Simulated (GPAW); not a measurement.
Runs of GPAW 26.7.0 on TaS2. It takes space group P-3m1 (No. 164, trigonal). The conventional cell has a = 3.350 Å, b = 3.350 Å, c = 5.860 Å, α = 90.00°, β = 90.00°, γ = 120.00°. Around Ta (site symmetry -3m) lie 6 S at 2.43 Å. S (site symmetry 3m) is surrounded by 3 Ta at 2.43 Å. 

| task | level | potentials or basis | spin | U | cell | k mesh | cutoff (eV) | smearing | data set | band path | band points | spin axis theta (degrees) | spin axis phi (degrees) | mesh quality | gap on the mesh (eV) | pressure (GPa) | largest force (eV/Å) |
| --- | --- | --- | --- | --- | --- | --- | --- | --- | --- | --- | --- | --- | --- | --- | --- | --- | --- |
| band structure | PBEsol | PAW data sets generated in the run's folder for this functional, pw | SOC, no magnetisation | - | as given | 9 × 9 × 5 | 600 | fermi-dirac 0.05 eV | - | GMKGALHA,LM,KH | 60 | 0 | 0 | not flagged | - | 4.7 | 1.04 |
| electron localisation function | revTPSS | GPAW PAW data sets (gpaw-data 1.2.1), other valence, pw | off | - | as given | 5 × 5 × 3 | 510 | fermi-dirac 0.01 eV | Ta 5 | - | - | - | - | coarse | none | 9.7 | 1.51 |
| band structure | r2SCAN+U | GPAW PAW data sets (gpaw-data 1.2.1), pw | off | Ta d U = 5 eV | as given | 7 × 7 × 4 | 600 | fermi-dirac 0.05 eV | - | GMKGALHA,LM,KH | 60 | - | - | not flagged | - | (a) | (b) |
| one-shot levels on a semilocal density | LDA | the program's PAW data sets (release 1.2.1) made for this functional, pw | off | - | as given | 6 × 6 × 3 | 500 | fermi-dirac 0.05 eV | - | - | - | - | - | coarse | none | 1.3 | 0.69 |
| relaxation of cell and atoms | RPBE+D3 | the program's PAW data sets (release 1.2.1) made for this functional, pw | off | - | relaxed | 7 × 7 × 4 | 600 | fermi-dirac 0.05 eV | - | - | - | - | - | not flagged | none | 0.0 | - |
| band structure | PBEsol | PAW data sets generated in the run's folder for this functional, pw | off | - | as given | 9 × 9 × 5 | 600 | fermi-dirac 0.05 eV | - | GMKGALHA,LM,KH | 60 | - | - | not flagged | - | 4.7 | 1.04 |

Estimate the missing entries.

(a) 13.1; (b) 1.23.

Caveats: some runs use coarse meshes; this functional lacks dispersion, which binds the layers, so the pressure and a relaxed spacing across them are unreliable (some runs); the cutoff is short for stress and forces, so pressures can be off by a GPa or more (some runs); the PAW data sets were made with another functional, which shifts forces and pressure a little (some runs); spin-orbit coupling is left out, which moves the levels of the heavy elements (some runs); spin-orbit coupling was added after a scalar SCF, so levels and gaps hold it while energy, forces, pressure and moments don't (some runs); this program's spin-orbit splittings come out too wide for heavy elements (some runs); U without spin polarisation on a metal has little footing (some runs).

A k mesh can miss the band edges, and rows without SOC leave out spin-orbit coupling on Ta.

A gap of «none» marks a metal or a gap under the smearing width.

The runs don't all hold the same shells in valence.

Runs at the PBE level aren't shown here.
